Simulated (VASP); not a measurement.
# Relaxed cell of CdTe: a test of cutoff and mesh

Aim: test the relaxed volume of CdTe against cutoff and mesh. The starting structure is a measured crystal structure from the Crystallography Open Database.

Main program and level: VASP 6.6.1; Kohn-Sham DFT with plane waves and PAW; PBEsol.

### 1. Starting point

The structure is cubic, space group F-43m (No. 216). Conventional cell: a = 6.480 Å, b = 6.480 Å, c = 6.480 Å, α = 90.00°, β = 90.00°, γ = 90.00°. Nearest to Te lie 4 Cd at 2.81 Å. Nearest to Cd lie 4 Te at 2.81 Å. Farther neighbours and most contacts between anions are not listed.

### 2. Reference relaxation

File INCAR:

```
SYSTEM = CdTe
PREC = Accurate
ENCUT = 450
EDIFF = 1E-06
NELM = 100
ISMEAR = 0
SIGMA = 0.03
LREAL = .FALSE.
ALGO = Normal
GGA = PS
NBANDS = 15
LORBIT = 11
LWAVE = .FALSE.
LCHARG = .FALSE.
KPAR = 2
IBRION = 2
NSW = 50
ISIF = 3
EDIFFG = -0.01
```

File POSCAR:

```
CdTe
1.0
    0.0000000000      3.2400000000      3.2400000000
    3.2400000000      0.0000000000      3.2400000000
    3.2400000000      3.2400000000      0.0000000000
Te Cd
1 1
Direct
    0.7500000000      0.7500000000      0.7500000000
    0.0000000000      0.0000000000      0.0000000000
```

File KPOINTS:

```
Automatic mesh
0
Gamma
6 6 6
0 0 0
```

PAW data sets: Te and Cd (PBE family, release 64).

On the command line:

```bash
$ mpirun -np 2 vasp_std
```

Log:

```text
[banner, memory and clock lines left out]
running    2 mpi-ranks, on    1 nodes
 distrk:  each k-point on    1 cores,    2 groups
 distr:  one band on    1 cores,    1 groups

 POSCAR found type information on POSCAR TeCd
 POSCAR found :  2 types and       2 ions
|                                                                             |
|               ----> ADVICE to this user running VASP <----                  |
|                                                                             |
|     You enforced a specific xc type in the INCAR file but a different       |
|     [... a line on the potential file left out ...]
|     I HOPE YOU KNOW WHAT YOU ARE DOING!                                     |
|                                                                             |

 LDA part: xc-table for (Slater+PW92), standard interpolation
 POSCAR, INCAR and KPOINTS ok, starting setup
 FFT: planning ... GRIDC
 FFT: planning ... GRID_SOFT
 FFT: planning ... GRID
 WAVECAR not read
 entering main loop
       N       E                     dE             d eps       ncg     rms          rms(c)
DAV:   1     0.940878089010E+02    0.94088E+02   -0.79788E+03   496   0.933E+02
DAV:   2    -0.245746024314E+01   -0.96545E+02   -0.92756E+02   571   0.237E+02
DAV:   3    -0.571119932274E+01   -0.32537E+01   -0.32487E+01   571   0.467E+01
DAV:   4    -0.573997742350E+01   -0.28778E-01   -0.28777E-01   719   0.381E+00
DAV:   5    -0.574011926436E+01   -0.14184E-03   -0.14184E-03   606   0.208E-01    0.544E+00
DAV:   6    -0.550106125972E+01    0.23906E+00   -0.45915E-01   543   0.886E+00    0.455E+00
DAV:   7    -0.548306180662E+01    0.17999E-01   -0.10615E-01   543   0.224E+00    0.184E+00
DAV:   8    -0.548214564541E+01    0.91616E-03   -0.10197E-02   578   0.122E+00    0.511E-01
DAV:   9    -0.548211887200E+01    0.26773E-04   -0.77203E-04   557   0.307E-01    0.118E-01
DAV:  10    -0.548214962508E+01   -0.30753E-04   -0.10912E-04   578   0.101E-01    0.554E-02
DAV:  11    -0.548217412783E+01   -0.24503E-04   -0.47357E-05   530   0.417E-02    0.358E-02
DAV:  12    -0.548217214045E+01    0.19874E-05   -0.41174E-06   571   0.146E-02    0.190E-02
DAV:  13    -0.548217203059E+01    0.10986E-06   -0.42279E-07   359   0.364E-03
   1 F= -.54821720E+01 E0= -.54821720E+01  d E =-.548217E+01
 curvature:   0.00 expect dE= 0.000E+00 dE for cont linesearch  0.000E+00
 trial: gam= 0.00000 g(F)=  0.478E-45 g(S)=  0.997E-03 ort = 0.000E+00 (trialstep = 0.100E+01)
 search vector abs. value=  0.997E-03
 bond charge predicted
       N       E                     dE             d eps       ncg     rms          rms(c)
DAV:   1    -0.549462679320E+01   -0.12455E-01   -0.23493E-01   550   0.574E+00    0.827E-01
DAV:   2    -0.548381695687E+01    0.10810E-01   -0.26660E-02   522   0.237E+00    0.273E-01
DAV:   3    -0.548268376970E+01    0.11332E-02   -0.24300E-03   557   0.499E-01    0.228E-01
DAV:   4    -0.548249963771E+01    0.18413E-03   -0.29061E-04   501   0.123E-01    0.372E-02
DAV:   5    -0.548249052399E+01    0.91137E-05   -0.30662E-05   564   0.677E-02    0.276E-02
DAV:   6    -0.548249027819E+01    0.24581E-06   -0.70740E-06   522   0.266E-02
   2 F= -.54824903E+01 E0= -.54824903E+01  d E =-.318248E-03
 trial-energy change:   -0.000318  1 .order   -0.000406   -0.000997    0.000184
 step:   0.7632(harm=  0.8439)  dis= 0.00000  next Energy=    -5.482513 (dE=-0.341E-03)
 bond charge predicted
       N       E                     dE             d eps       ncg     rms          rms(c)
DAV:   1    -0.548321640649E+01   -0.72588E-03   -0.13338E-02   543   0.136E+00    0.192E-01
DAV:   2    -0.548260275778E+01    0.61365E-03   -0.15322E-03   529   0.566E-01    0.630E-02
DAV:   3    -0.548254131624E+01    0.61442E-04   -0.13391E-04   557   0.116E-01    0.520E-02
DAV:   4    -0.548253407085E+01    0.72454E-05   -0.15820E-05   515   0.289E-02    0.855E-03
DAV:   5    -0.548253406855E+01    0.23033E-08   -0.15581E-06   350   0.156E-02
   3 F= -.54825341E+01 E0= -.54825341E+01  d E =-.362038E-03
 curvature:  -0.31 expect dE=-0.365E-07 dE for cont linesearch -0.365E-07
 trial: gam= 0.00000 g(F)=  0.148E-45 g(S)=  0.118E-06 ort =-0.109E-04 (trialstep = 0.953E+00)
 search vector abs. value=  0.118E-06
 reached required accuracy - stopping structural energy minimisation
```

The job ended after 13 s (2 MPI ranks of AMD EPYC 7R43, shared host; peak memory 0.31 GiB).

The logs omit lines about the potential files and the build; timing stands in the text.

OUTCAR, selected parts (step 2):

```text
ion  position               nearest neighbor table
   1  0.750  0.750  0.750-   2 2.81   2 2.81   2 2.81   2 2.81
   2  0.000  0.000  0.000-   1 2.81   1 2.81   1 2.81   1 2.81

  LATTYP: Found a face centered cubic cell.
 ALAT       =     6.4800000000

 Subroutine GETGRP returns: Found 24 space group operations
 (whereof 24 operations were pure point group operations)

The static configuration has the point symmetry T_d .

 Found     16 irreducible k-points:

   k-points           NKPTS =     16   k-points in BZ     NKDIM =     16   number of bands    NBANDS=     15

   dimension x,y,z NGX =    32 NGY =   32 NGZ =   32
   dimension x,y,z NGXF=    64 NGYF=   64 NGZF=   64

   ENCUT  =  450.0 eV  33.07 Ry    5.75 a.u.   7.93  7.93  7.93*2*pi/ulx,y,z

   NELECT =      18.0000    total number of electrons

 k-points in reciprocal lattice and weights: Automatic mesh
   0.00000000  0.00000000  0.00000000       0.005
   0.16666667  0.00000000  0.00000000       0.037
   0.33333333  0.00000000  0.00000000       0.037
   0.50000000  0.00000000  0.00000000       0.019
   0.16666667  0.16666667  0.00000000       0.028
   0.33333333  0.16666667  0.00000000       0.111
   0.50000000  0.16666667  0.00000000       0.111
  -0.33333333  0.16666667  0.00000000       0.111
  -0.16666667  0.16666667  0.00000000       0.056
[...]
-0.33333333  0.33333333  0.16666667       0.111
  -0.33333333  0.50000000  0.16666667       0.056

 average (electrostatic) potential at core
       1 -91.2937       2 -39.0112

 E-fermi :   2.3360

 k-point     1 :       0.0000    0.0000    0.0000
  band No.  band energies     occupation
    ...
      5      -5.8185      2.00000
      6      -5.8185      2.00000
      7       2.1605      2.00000
      8       2.1605      2.00000
      9       2.1605      2.00000
     10       2.8025      0.00000
     11       6.7074      0.00000
     12       6.7074      0.00000
     13       6.7074      0.00000
     14       9.4499      0.00000
    ...

 k-point     2 :       0.1667    0.0000    0.0000
  band No.  band energies     occupation
    ...
      5      -5.8197      2.00000
      6      -5.8197      2.00000
      7       0.3925      2.00000
      8       1.9320      2.00000
      9       1.9320      2.00000
     10       3.9256      0.00000
     11       6.8003      0.00000
     12       7.0454      0.00000
     13       7.0454      0.00000
     14      10.4529      0.00000
    ...

 k-point     3 :       0.3333    0.0000    0.0000
  band No.  band energies     occupation
    ...
      5      -5.8157      2.00000
      6      -5.7231      2.00000
      7      -1.4420      2.00000
      8       1.5507      2.00000
      9       1.5507      2.00000
     10       3.9949      0.00000
     11       7.3271      0.00000
     12       7.3271      0.00000
     13       8.3051      0.00000
     14      10.0837      0.00000
    ...

  Total       -0.0012778     -0.0012778     -0.0012778     -0.0000000     -0.0000000      0.0000000
  in kB       -0.0299025     -0.0299025     -0.0299025     -0.0000000     -0.0000000      0.0000000
  external PRESSURE =      -0.0299025 kB  Pullay stress =       0.0000000 kB

  energy-cutoff  :      450.00
  volume of cell :       68.47
      direct lattice vectors                 reciprocal lattice vectors
     0.000000000  3.246999876  3.246999876    -0.153988303  0.153988303  0.153988303
     3.246999876  0.000000000  3.246999876     0.153988303 -0.153988303  0.153988303
     3.246999876  3.246999876  0.000000000     0.153988303  0.153988303 -0.153988303

 POSITION                                       TOTAL-FORCE (eV/Angst)
 -----------------------------------------------------------------------------------
      4.87050      4.87050      4.87050        -0.000000      0.000000      0.000000
      0.00000      0.00000      0.00000         0.000000     -0.000000     -0.000000
 -----------------------------------------------------------------------------------
    total drift:                                0.000001      0.000001      0.000001

  FREE ENERGIE OF THE ION-ELECTRON SYSTEM (eV)
  ---------------------------------------------------
  free  energy   TOTEN  =        -5.4825340686 eV

  energy  without entropy=       -5.4825340686  energy(sigma->0) =       -5.48253407

 reached required accuracy - stopping structural energy minimisation

 total charge
# of ion       s       p       d       tot
------------------------------------------
    1        1.352   2.045   0.021   3.418
    2        0.472   0.316   9.527  10.315
--------------------------------------------------
tot          1.823   2.361   9.548  13.733

[... 3 further parts left out ...]
```

CONTCAR:

```
CdTe
   1.00000000000000
     0.0000000000000000    3.2469998757036631    3.2469998757036631
     3.2469998757036631    0.0000000000000000    3.2469998757036631
     3.2469998757036631    3.2469998757036631    0.0000000000000000
  Te              Cd
     1     1
Direct
     0.7500000000000000    0.7500000000000000    0.7500000000000000
     0.0000000000000000    0.0000000000000000    0.0000000000000000
```

The PAW data sets were made with PBE, which is usual practice but a small mismatch for other functionals. The run keeps the 24 symmetry operations of its start, so it cannot find a distortion of lower symmetry.

The reference relaxation ends at 34.233 Å³ an atom. Pressures at 0.985 and 1.015 times this volume, from two more relaxations that aren't shown, give a bulk modulus of 41.7 GPa.

### 3. Relaxation with a cutoff of 270 eV

Against step 2 the input has ENCUT = 270.

Changes to INCAR since step 2:

```diff
@@ -2,3 +2,3 @@
 PREC = Accurate
-ENCUT = 450
+ENCUT = 270
 EDIFF = 1E-06
```

POSCAR is that of step 2.

KPOINTS is that of step 2.

On the command line:

```bash
$ mpirun -np 2 vasp_std
```

Log:

```text
[banner, memory and clock lines left out]
running    2 mpi-ranks, on    1 nodes
[...]
[... a notice as in an earlier step ...]

 LDA part: xc-table for (Slater+PW92), standard interpolation
 POSCAR, INCAR and KPOINTS ok, starting setup
[...]
entering main loop
       N       E                     dE             d eps       ncg     rms          rms(c)
DAV:   1     0.602068622523E+02    0.60207E+02   -0.61116E+03   496   0.617E+02
DAV:   2    -0.402292353303E+01   -0.64230E+02   -0.62536E+02   585   0.184E+02
DAV:   3    -0.572243497527E+01   -0.16995E+01   -0.16972E+01   585   0.307E+01
DAV:   4    -0.573950253428E+01   -0.17068E-01   -0.17067E-01   711   0.257E+00
[...]
DAV:  11    -0.547888801327E+01   -0.23750E-04   -0.44209E-05   516   0.383E-02    0.353E-02
DAV:  12    -0.547888624072E+01    0.17726E-05   -0.35212E-06   585   0.124E-02    0.188E-02
DAV:  13    -0.547888612715E+01    0.11357E-06   -0.33115E-07   366   0.298E-03
   1 F= -.54788861E+01 E0= -.54788861E+01  d E =-.547889E+01
[...]
DAV:   6    -0.547963667422E+01   -0.58422E-05   -0.42138E-05   530   0.598E-02    0.185E-02
DAV:   7    -0.547963536276E+01    0.13115E-05   -0.28118E-06   557   0.174E-02    0.468E-03
DAV:   8    -0.547963564503E+01   -0.28228E-06   -0.51794E-07   387   0.468E-03
   2 F= -.54796356E+01 E0= -.54796356E+01  d E =-.749518E-03
 trial-energy change:   -0.000750  1 .order   -0.000708   -0.005694    0.004279
 step:   0.5771(harm=  0.5710)  dis= 0.00000  next Energy=    -5.480537 (dE=-0.165E-02)
[...]
N       E                     dE             d eps       ncg     rms          rms(c)
DAV:   1    -0.549283159890E+01   -0.13196E-01   -0.23566E-01   529   0.544E+00    0.772E-01
DAV:   2    -0.548194141401E+01    0.10890E-01   -0.24857E-02   501   0.210E+00    0.275E-01
DAV:   3    -0.548072488722E+01    0.12165E-02   -0.26572E-03   543   0.505E-01    0.227E-01
DAV:   4    -0.548054919081E+01    0.17570E-03   -0.28261E-04   501   0.117E-01    0.339E-02
DAV:   5    -0.548053980305E+01    0.93878E-05   -0.37330E-05   536   0.746E-02    0.258E-02
DAV:   6    -0.548053956139E+01    0.24166E-06   -0.78379E-06   550   0.273E-02
   3 F= -.54805396E+01 E0= -.54805396E+01  d E =-.165343E-02
[...]
reached required accuracy - stopping structural energy minimisation
```

Elapsed: 9.2 s, on 2 MPI ranks; peak memory 0.24 GiB.

Parts of OUTCAR (step 3):

```text
  Total        0.0199554      0.0199554      0.0199554      0.0000000      0.0000000      0.0000000
  in kB        0.4755577      0.4755577      0.4755577      0.0000000      0.0000000      0.0000000
  external PRESSURE =       0.4755577 kB  Pullay stress =       0.0000000 kB

 POSITION                                       TOTAL-FORCE (eV/Angst)
 -----------------------------------------------------------------------------------
      4.84102      4.84102      4.84102         0.000000      0.000000      0.000000
      0.00000     -0.00000      0.00000        -0.000000     -0.000000     -0.000000
 -----------------------------------------------------------------------------------
    total drift:                                0.000002      0.000002      0.000002

  FREE ENERGIE OF THE ION-ELECTRON SYSTEM (eV)
  ---------------------------------------------------
  free  energy   TOTEN  =        -5.4805395614 eV

  energy  without entropy=       -5.4805395614  energy(sigma->0) =       -5.48053956

[... 2 parts as in an earlier step ...]

[... 2 further parts left out ...]
[key lines of the parts left out:]
E-fermi :   2.4916
```

With a cutoff of 270 eV the cell ends at 33.615 Å³ an atom, -1.80 % from the reference; the bulk modulus is 45.8 GPa against 41.7 GPa.

### 4. Relaxation with a 3×3×3 mesh

Against step 2 the input has a 3×3×3 mesh.

Changes to INCAR since step 3:

```diff
@@ -2,3 +2,3 @@
 PREC = Accurate
-ENCUT = 270
+ENCUT = 450
 EDIFF = 1E-06
```

POSCAR is that of step 3.

File KPOINTS:

```
Automatic mesh
0
Gamma
3 3 3
0 0 0
```

On the command line:

```bash
$ mpirun -np 2 vasp_std
```

Log:

```text
[... set-up lines as in an earlier step ...]
 entering main loop
       N       E                     dE             d eps       ncg     rms          rms(c)
DAV:   1     0.984699124954E+02    0.98470E+02   -0.80533E+03   120   0.929E+02
DAV:   2    -0.200300059893E+01   -0.10047E+03   -0.95137E+02   141   0.237E+02
DAV:   3    -0.549800889869E+01   -0.34950E+01   -0.34906E+01   134   0.483E+01
DAV:   4    -0.553022613688E+01   -0.32217E-01   -0.32216E-01   180   0.398E+00
[...]
DAV:  11    -0.522459947686E+01   -0.50040E-04   -0.99653E-05   128   0.658E-02    0.444E-02
DAV:  12    -0.522459641578E+01    0.30611E-05   -0.68492E-06   134   0.219E-02    0.245E-02
DAV:  13    -0.522459622590E+01    0.18988E-06   -0.62868E-07    74   0.421E-03
   1 F= -.52245962E+01 E0= -.52245962E+01  d E =-.522460E+01
[...]
N       E                     dE             d eps       ncg     rms          rms(c)
DAV:   1    -0.543278201691E+01   -0.20819E+00   -0.40024E+00   120   0.239E+01    0.363E+00
[...]
DAV:   8    -0.523014605810E+01   -0.17838E-05   -0.39343E-06   120   0.234E-02    0.517E-03
DAV:   9    -0.523014667683E+01   -0.61873E-06   -0.12499E-06   104   0.900E-03
   2 F= -.52301467E+01 E0= -.52301467E+01  d E =-.555045E-02
 trial-energy change:   -0.005550  1 .order   -0.005767   -0.017194    0.005659
 step:   0.7415(harm=  0.7524)  dis= 0.00000  next Energy=    -5.230882 (dE=-0.629E-02)
[...]
N       E                     dE             d eps       ncg     rms          rms(c)
DAV:   1    -0.524463316903E+01   -0.14487E-01   -0.26481E-01   120   0.602E+00    0.848E-01
DAV:   2    -0.523228954414E+01    0.12344E-01   -0.30704E-02   120   0.252E+00    0.275E-01
DAV:   3    -0.523103448397E+01    0.12551E-02   -0.27470E-03   127   0.516E-01    0.227E-01
DAV:   4    -0.523085810965E+01    0.17637E-03   -0.33086E-04   120   0.132E-01    0.359E-02
DAV:   5    -0.523085312330E+01    0.49863E-05   -0.33489E-05   120   0.703E-02    0.281E-02
DAV:   6    -0.523085503698E+01   -0.19137E-05   -0.87987E-06   128   0.287E-02    0.705E-03
DAV:   7    -0.523085491761E+01    0.11938E-06   -0.62233E-07    60   0.912E-03
   3 F= -.52308549E+01 E0= -.52308549E+01  d E =-.625869E-02
[...]
reached required accuracy - stopping structural energy minimisation
```

It took 7.2 s on 2 MPI ranks; peak memory 0.3 GiB; 13 s of CPU time.

OUTCAR, selected parts (step 4):

```text
  Total        0.0009053      0.0009053      0.0009053     -0.0000000      0.0000000     -0.0000000
  in kB        0.0207736      0.0207736      0.0207736     -0.0000000      0.0000000     -0.0000000
  external PRESSURE =       0.0207736 kB  Pullay stress =       0.0000000 kB

 POSITION                                       TOTAL-FORCE (eV/Angst)
 -----------------------------------------------------------------------------------
      4.90237      4.90237      4.90237         0.000000      0.000000      0.000000
      0.00000      0.00000      0.00000        -0.000000     -0.000000     -0.000000
 -----------------------------------------------------------------------------------
    total drift:                                0.000001      0.000001      0.000001

  FREE ENERGIE OF THE ION-ELECTRON SYSTEM (eV)
  ---------------------------------------------------
  free  energy   TOTEN  =        -5.2308549176 eV

  energy  without entropy=       -5.2308549176  energy(sigma->0) =       -5.23085492

[... 1 part as in an earlier step ...]

[... 3 further parts left out ...]
[key lines of the parts left out:]
E-fermi :   2.2573
```

With a 3×3×3 mesh the cell ends at 34.910 Å³ an atom, +1.98 % from the reference; the bulk modulus is 39.8 GPa against 41.7 GPa.

[end of part 1 of 2]

[Lines on the potential files, build, host, timing and source positions are cut from VASP's logs without a mark.]

[Logs are printed without paths, hosts, clocks, repeated set-up lines and the standing remarks that a program may print on its own settings, such as how far it seeks lower states.]

[Hosts, paths, dates, database ids (printed as entryN), source tags and the programs' standing remarks are cut or masked in the printed files.]
